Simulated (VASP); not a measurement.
# SrTiO3 (Pm-3m) in VASP: band structure with PBEsol

Aim: the band structure of SrTiO3 with PBEsol.

Program: VASP 6.6.1. These are calculated values, not measurements. Logs are shortened: lines on timing, memory, paths and dates and some standing lists are left out, and cuts for length are marked.

**1. The crystal as given**

It takes space group Pm-3m (No. 221, cubic). The conventional cell has a = 3.895 Å, b = 3.895 Å, c = 3.895 Å, α = 90.00°, β = 90.00°, γ = 90.00°. Sr (site symmetry m-3m) has 12 O at 2.75 Å as nearest neighbours. Ti (site symmetry m-3m) is surrounded by 6 O at 1.95 Å. O (site symmetry 4/mmm) is surrounded by 2 Ti at 1.95 Å.

The cell was built by a generator and needn't be a form met in nature.

**2. Band structure, PBEsol**

INCAR

```
SYSTEM = SrTiO3
PREC = Accurate
ENCUT = 520
EDIFF = 1E-7
ISMEAR = 0
SIGMA = 0.03
LREAL = .FALSE.
LASPH = .TRUE.
NELM = 80
ALGO = Normal
ISIF = 2
LWAVE = .FALSE.
LCHARG = .FALSE.
LMAXMIX = 4
GGA = PS
NBANDS = 28
ICORELEVEL = 1
```

KPOINTS

```
regular mesh
0
G
  8 8 8
  0 0 0
```

POSCAR

```
SrTiO3                                  
1.0
    3.8947475962      0.0000000000      0.0000000000
    0.0000000000      3.8947475962      0.0000000000
    0.0000000000      0.0000000000      3.8947475962
  Sr              Ti              O             
     1     1     3
Direct
     0.5000000000000000    0.5000000000000000    0.5000000000000000
     0.0000000000000000    0.0000000000000000    0.0000000000000000
     0.5000000000000000    0.0000000000000000    0.0000000000000000
     0.0000000000000000    0.5000000000000000    0.0000000000000000
     0.0000000000000000    0.0000000000000000    0.5000000000000000
```

KPOINTS_OPT

```
explicit points
124
Reciprocal
 0.0000000000  0.0000000000  0.0000000000 1
 0.0000000000  0.0263157895  0.0000000000 1
 0.0000000000  0.0526315789  0.0000000000 1
 0.0000000000  0.0789473684  0.0000000000 1
 0.0000000000  0.1052631579  0.0000000000 1
 0.0000000000  0.1315789474  0.0000000000 1
[... 116 lines left out ...]
 0.5000000000  0.5000000000  0.5000000000 1
 0.0000000000  0.5000000000  0.0000000000 1
```

Potentials or basis: VASP PAW PBE potentials, release 64 (Sr_sv, Ti_sv, O).

Run with:

```sh
cat potpaw_PBE.64/Sr_sv/POTCAR potpaw_PBE.64/Ti_sv/POTCAR potpaw_PBE.64/O/POTCAR > POTCAR
mpirun -np 1 vasp_std > vasp.out
```

OUTCAR:

```text
SYSTEM = SrTiO3
   PREC = Accurate
   ENCUT = 520
   EDIFF = 1E-7
   ISMEAR = 0
   LREAL = .FALSE.
   LASPH = .TRUE.
   NELM = 80
   ISIF = 2
   GGA = PS

 ion  position               nearest neighbor table
   1  0.500  0.500  0.500-   3 2.75   4 2.75   5 2.75   3 2.75   4 2.75   3 2.75   5 2.75   3 2.75
                             4 2.75   5 2.75   4 2.75   5 2.75   2 3.37   2 3.37   2 3.37   2 3.37
   2  0.000  0.000  0.000-   3 1.95   4 1.95   5 1.95   5 1.95   4 1.95   3 1.95   1 3.37   1 3.37
                             1 3.37   1 3.37   1 3.37   1 3.37   1 3.37   1 3.37
   3  0.500  0.000  0.000-   2 1.95   2 1.95   1 2.75   1 2.75   1 2.75   1 2.75
   4  0.000  0.500  0.000-   2 1.95   2 1.95   1 2.75   1 2.75   1 2.75   1 2.75
   5  0.000  0.000  0.500-   2 1.95   2 1.95   1 2.75   1 2.75   1 2.75   1 2.75

  LATTYP: Found a simple cubic cell.
 ALAT       =     3.8947475962

  Lattice vectors:

 A1 = (   3.8947475962,   0.0000000000,   0.0000000000)
 A2 = (   0.0000000000,   3.8947475962,   0.0000000000)
 A3 = (   0.0000000000,   0.0000000000,   3.8947475962)

Analysis of symmetry for initial positions (statically):
=====================================================================
 Subroutine PRICEL returns:
 Original cell was already a primitive cell.

 Routine SETGRP: Setting up the symmetry group for a
 simple cubic supercell.

 Subroutine GETGRP returns: Found 48 space group operations
 (whereof 48 operations were pure point group operations)
 out of a pool of 48 trial point group operations.

The static configuration has the point symmetry O_h .

Analysis of symmetry for dynamics (positions and initial velocities):
=====================================================================
 Subroutine PRICEL returns:
 Original cell was already a primitive cell.

 Routine SETGRP: Setting up the symmetry group for a
 simple cubic supercell.

 Subroutine GETGRP returns: Found 48 space group operations
 (whereof 48 operations were pure point group operations)
 out of a pool of 48 trial point group operations.

The dynamic configuration has the point symmetry O_h .

 Subroutine INISYM returns: Found 48 space group operations
 (whereof 48 operations are pure point group operations),
 and found     1 'primitive' translations

----------------------------------------------------------------------------------------

                                     Primitive cell

  volume of cell :      59.0797

  direct lattice vectors                    reciprocal lattice vectors
     3.894747596  0.000000000  0.000000000     0.256756048  0.000000000  0.000000000
     0.000000000  3.894747596  0.000000000     0.000000000  0.256756048  0.000000000
     0.000000000  0.000000000  3.894747596     0.000000000  0.000000000  0.256756048

  length of vectors
     3.894747596  3.894747596  3.894747596     0.256756048  0.256756048  0.256756048

  position of ions in fractional coordinates (direct lattice)
     0.500000000  0.500000000  0.500000000
     0.000000000  0.000000000  0.000000000
     0.500000000  0.000000000  0.000000000
     0.000000000  0.500000000  0.000000000
     0.000000000  0.000000000  0.500000000

  ion indices of the primitive-cell ions
   primitive index   ion index
                 1           1
                 2           2
                 3           3
                 4           4
                 5           5

----------------------------------------------------------------------------------------

 KPOINTS: regular mesh

Automatic generation of k-mesh.
 Grid dimensions read from file:
 generate k-points for:    8    8    8

 Generating k-lattice:

  Cartesian coordinates                     Fractional coordinates (reciprocal lattice)
     0.032094506  0.000000000  0.000000000     0.125000000  0.000000000  0.000000000
     0.000000000  0.032094506  0.000000000     0.000000000  0.125000000  0.000000000
     0.000000000  0.000000000  0.032094506     0.000000000  0.000000000  0.125000000

  Length of vectors
     0.032094506  0.032094506  0.032094506

  Shift w.r.t. Gamma in fractional coordinates (k-lattice)
     0.000000000  0.000000000  0.000000000

 Subroutine IBZKPT returns following result:
 ===========================================

 Found     35 irreducible k-points:

 Following reciprocal coordinates:
            Coordinates               Weight
  0.000000  0.000000  0.000000      1.000000
  0.125000  0.000000  0.000000      6.000000
  0.250000  0.000000  0.000000      6.000000
  0.375000  0.000000  0.000000      6.000000
  0.500000  0.000000  0.000000      3.000000
  0.125000  0.125000  0.000000     12.000000
[... 16 lines left out ...]
  0.375000  0.375000  0.125000     24.000000
  0.500000  0.375000  0.125000     24.000000
 [... further k-points ...]
   k-points           NKPTS =     35   k-points in BZ     NKDIM =     35   number of bands    NBANDS=     28
   number of dos      NEDOS =    301   number of ions     NIONS =      5
   total plane-waves  NPLWV =  27000
   dimension x,y,z NGX =    30 NGY =   30 NGZ =   30
   dimension x,y,z NGXF=    60 NGYF=   60 NGZF=   60
   ions per type =               1   1   3
   NGX,Y,Z   is equivalent  to a cutoff of  12.81, 12.81, 12.81 a.u.
   NGXF,Y,Z  is equivalent  to a cutoff of  25.61, 25.61, 25.61 a.u.
 SYSTEM =  SrTiO3
   PREC   = accura    normal or accurate (medium, high low for compatibility)
   ISTART =      0    job   : 0-new  1-cont  2-samecut
   ICHARG =      2    charge: 1-file 2-atom 10-const
   ISPIN  =      1    spin polarized calculation?
   LNONCOLLINEAR =      F non collinear calculations
   LSORBIT =      F    spin-orbit coupling
   LASPH  =      T    aspherical Exc in radial PAW
   ENCUT  =  520.0 eV  38.22 Ry    6.18 a.u.   7.24  7.24  7.24*2*pi/ulx,y,z
   NELM   =     80;   NELMIN=  2; NELMDL= -5     # of ELM steps
   EDIFF  = 0.1E-06   stopping-criterion for ELM
   LREAL  =      F    real-space projection
   EDIFFG = 0.1E-05   stopping-criterion for IOM
   NSW    =      0    number of steps for IOM
   IBRION =     -1    ionic relax: 0-MD 1-quasi-New 2-CG
   NFREE  =      0    steps in history (QN), initial steepest desc. (CG)
   ISIF   =      2    stress and relaxation
   ISYM   =      2    0-nonsym 1-usesym 2-fastsym
   POTIM  = 0.5000    time-step for ionic-motion
   TEBEG  =    0.0;   TEEND  =   0.0 temperature during run
   PSTRESS=    0.0 pullay stress
   NELECT =      40.0000    total number of electrons
   NUPDOWN=      -1.0000    fix difference up-down
   EMIN   =  10.00;   EMAX   =-10.00  energy-range for DOS
   EFERMI =   0.00;   METHOD = LEGACY
   ISMEAR =     0;   SIGMA  =   0.03  broadening in eV -4-tet -1-fermi 0-gaus
   EFERMI_NEDOS =   21; number of points for ismear=-14 and -15
   IALGO  =     38    algorithm
   IMIX   =      4    mixing-type and parameters
     AMIX     =   0.40;   BMIX     =  1.00
     AMIX_MAG =   1.60;   BMIX_MAG =  1.00
  volume/ion in A,a.u.               =      11.82        79.74
  Fermi-wavevector in a.u.,A,eV,Ry     =   1.437525  2.716529 28.116155  2.066479
  Thomas-Fermi vector in A             =   2.556593
   LORBIT       =      0    0 simple, 1 ext, 2 COOP (PROOUT), +10 PAW based schemes
   GGA     = PS    functional components
   LHFCALC =     F    Hartree Fock is set to
   AEXX    =    0.0000 exact exchange contribution
   IVDW    =     0    specifies the selected vdW correction
   LEPSILON=     F    determine dielectric tensor
   LRPA    =     F    only Hartree local field effects (RPA)
 non-spin polarized calculation
 Gauss-broadening in eV      SIGMA  =   0.03
  energy-cutoff  :      520.00
  volume of cell :       59.08
 maximum number of plane-waves:      1622
 NGX is ok and might be reduce to    30
   NGX = 15   NGY = 15   NGZ = 15

 number of electron      40.0000011 magnetization

 Free energy of the ion-electron system (eV)
  ---------------------------------------------------
  ext. energy  EPLUGINS =         0.00000000
  ---------------------------------------------------
  free energy    TOTEN  =       -42.01632851 eV

  energy without entropy =      -42.01632851  energy(sigma->0) =      -42.01632851

 the core state eigenenergies are
   1-  1s -15922.7778  2s  -2145.3504  2p  -1904.7411  3s   -321.3657  3p   -243.7358
       3d   -115.6318
   2-  1s  -4858.3020  2s   -527.4007  2p   -434.6474
   3-  1s   -500.2977
   4-  1s   -500.2977
   5-  1s   -500.2977

 E-fermi :   4.2520     XC(G=0): -11.5819

 val. band max:        4.0905645044   @ k =   0.5000   0.5000   0.5000
 cond. band min:       5.9056501948   @ k =   0.0000   0.0000   0.0000
 fundamental gap:      1.8150856903
 Fermi energy:         4.2519646764

 k-point     1 :       0.0000    0.0000    0.0000
  band No.  band energies     occupation
      1     -52.0774      2.00000
      2     -28.5311      2.00000
      3     -28.4447      2.00000
      4     -28.4447      2.00000
      5     -28.4447      2.00000
      6     -13.2981      2.00000
[... 20 lines left out ...]
     27       9.3760      0.00000
     28      10.1791      0.00000

 k-point     2 :       0.1250    0.0000    0.0000
  band No.  band energies     occupation
      1     -52.0772      2.00000
      2     -28.5503      2.00000
      3     -28.4443      2.00000
      4     -28.4443      2.00000
      5     -28.4329      2.00000
      6     -13.3047      2.00000
[... 20 lines left out ...]
     27       9.6620      0.00000
     28      10.5589      0.00000

 k-point     3 :       0.2500    0.0000    0.0000
  band No.  band energies     occupation
      1     -52.0766      2.00000
      2     -28.5881      2.00000
      3     -28.4431      2.00000
      4     -28.4431      2.00000
      5     -28.4127      2.00000
      6     -13.3724      2.00000
[... 20 lines left out ...]
     27      10.3496      0.00000
     28      11.5887      0.00000

 k-point     4 :       0.3750    0.0000    0.0000
  band No.  band energies     occupation
      1     -52.0760      2.00000
      2     -28.6210      2.00000
      3     -28.4420      2.00000
      4     -28.4420      2.00000
      5     -28.3972      2.00000
      6     -13.4821      2.00000
[... 20 lines left out ...]
     27      11.1111      0.00000
     28      12.1408      0.00000

 k-point     5 :       0.5000    0.0000    0.0000
  band No.  band energies     occupation
      1     -52.0757      2.00000
      2     -28.6338      2.00000
      3     -28.4416      2.00000
      4     -28.4416      2.00000
      5     -28.3914      2.00000
      6     -13.5329      2.00000
[... 20 lines left out ...]
     27      11.4587      0.00000
     28      12.0824      0.00000

 k-point     6 :       0.1250    0.1250    0.0000
  band No.  band energies     occupation
      1     -52.0769      2.00000
      2     -28.5593      2.00000
      3     -28.4555      2.00000
      4     -28.4438      2.00000
      5     -28.4196      2.00000
      6     -13.2928      2.00000
[... 20 lines left out ...]
     27       9.9088      0.00000
     28      10.8481      0.00000

 k-point     7 :       0.2500    0.1250    0.0000
  band No.  band energies     occupation
      1     -52.0763      2.00000
      2     -28.5847      2.00000
      3     -28.4595      2.00000
      4     -28.4427      2.00000
      5     -28.4073      2.00000
      6     -13.3190      2.00000
[... 20 lines left out ...]
     27      10.5951      0.00000
     28      11.6696      0.00000

 k-point     8 :       0.3750    0.1250    0.0000
  band No.  band energies     occupation
      1     -52.0757      2.00000
      2     -28.6118      2.00000
      3     -28.4555      2.00000
      4     -28.4416      2.00000
      5     -28.4008      2.00000
      6     -13.4003      2.00000
[... 20 lines left out ...]
     27      11.3701      0.00000
     28      12.3452      0.00000

 k-point     9 :       0.5000    0.1250    0.0000
  band No.  band energies     occupation
      1     -52.0755      2.00000
      2     -28.6232      2.00000
      3     -28.4529      2.00000
      4     -28.4411      2.00000
      5     -28.3989      2.00000
      6     -13.4426      2.00000
[... 20 lines left out ...]
     27      11.7182      0.00000
     28      12.2983      0.00000

 k-point    10 :       0.2500    0.2500    0.0000
  band No.  band energies     occupation
      1     -52.0757      2.00000
      2     -28.5809      2.00000
      3     -28.4816      2.00000
      4     -28.4416      2.00000

------------------------ aborting loop because EDIFF is reached ----------------------------------------

  FORCE on cell =-STRESS in cart. coord.  units (eV):
  Direction    XX          YY          ZZ          XY          YZ          ZX
  --------------------------------------------------------------------------------------
  -------------------------------------------------------------------------------------
  Total        0.0565524      0.0565524      0.0565524      0.0000000      0.0000000      0.0000000
  in kB        1.5336407      1.5336407      1.5336407      0.0000000      0.0000000      0.0000000
  external PRESSURE =       1.5336407 kB  Pullay stress =       0.0000000 kB

 VOLUME and BASIS-vectors are now :
 -----------------------------------------------------------------------------
  energy-cutoff  :      520.00
  volume of cell :       59.08
      direct lattice vectors                 reciprocal lattice vectors
     3.894747596  0.000000000  0.000000000     0.256756048  0.000000000  0.000000000
     0.000000000  3.894747596  0.000000000     0.000000000  0.256756048  0.000000000
     0.000000000  0.000000000  3.894747596     0.000000000  0.000000000  0.256756048

 POSITION                                       TOTAL-FORCE (eV/Angst)
 -----------------------------------------------------------------------------------
      1.94737      1.94737      1.94737         0.000000      0.000000      0.000000
      0.00000      0.00000      0.00000         0.000000      0.000000      0.000000
      1.94737      0.00000      0.00000         0.000000      0.000000      0.000000
      0.00000      1.94737      0.00000         0.000000      0.000000      0.000000
      0.00000      0.00000      1.94737         0.000000      0.000000      0.000000
 -----------------------------------------------------------------------------------
    total drift:                                0.000000     -0.000000      0.000000

  FREE ENERGIE OF THE ION-ELECTRON SYSTEM (eV)
  ---------------------------------------------------
  free  energy   TOTEN  =       -42.0163285067 eV

  energy  without entropy=      -42.0163285067  energy(sigma->0) =      -42.01632851
```

Wall time 78 s (1 thread of Intel Xeon 6975P-C (Granite Rapids), shared host); peak memory 0.24 GiB.

What came out:

| Quantity | Value |
| --- | --- |
| Free energy | -42.0163 eV |
| Pressure | 0.2 GPa |
| Band gap on the k mesh | 1.82 eV, indirect (least direct gap 2.17 eV) |
| Band gap along the path | 1.81 eV, indirect (least direct gap 2.17 eV) |

Levels at the corners of the path, in eV from the valence-band top:
```tsv
point	band 17	band 18	band 19	band 20	band 21	band 22	band 23	band 24
Γ	-1.20	-0.35	-0.35	-0.35	1.81	1.81	1.81	4.39
X	-2.41	-2.06	-0.74	-0.74	2.00	3.82	3.82	4.41
X	-2.41	-2.06	-0.74	-0.74	2.00	3.82	3.82	4.41
M	-1.74	-1.60	-1.60	-0.10	3.83	3.83	4.28	5.38
M	-1.74	-1.60	-1.60	-0.10	3.83	3.83	4.28	5.38
Γ	-1.20	-0.35	-0.35	-0.35	1.81	1.81	1.81	4.39
Γ	-1.20	-0.35	-0.35	-0.35	1.81	1.81	1.81	4.39
R	-3.80	0.00	0.00	0.00	4.52	4.52	4.52	6.89
R	-3.80	0.00	0.00	0.00	4.52	4.52	4.52	6.89
X	-2.41	-2.06	-0.74	-0.74	2.00	3.82	3.82	4.41
M	-1.74	-1.60	-1.60	-0.10	3.83	3.83	4.28	5.38
R	-3.80	0.00	0.00	0.00	4.52	4.52	4.52	6.89
```

Core levels (eV, on the scale of the bands):
| atom | levels |
| --- | --- |
| 1 Sr | 1s -15922.8, 2s -2145.4, 2p -1904.7, 3s -321.4, 3p -243.7, 3d -115.6 |
| 2 Ti | 1s -4858.3, 2s -527.4, 2p -434.6 |
| 3 O | 1s -500.3 |
| 4 O | 1s -500.3 |
| 5 O | 1s -500.3 |

Caveat: the PAW data sets were made with another functional, which shifts forces and pressure a little.
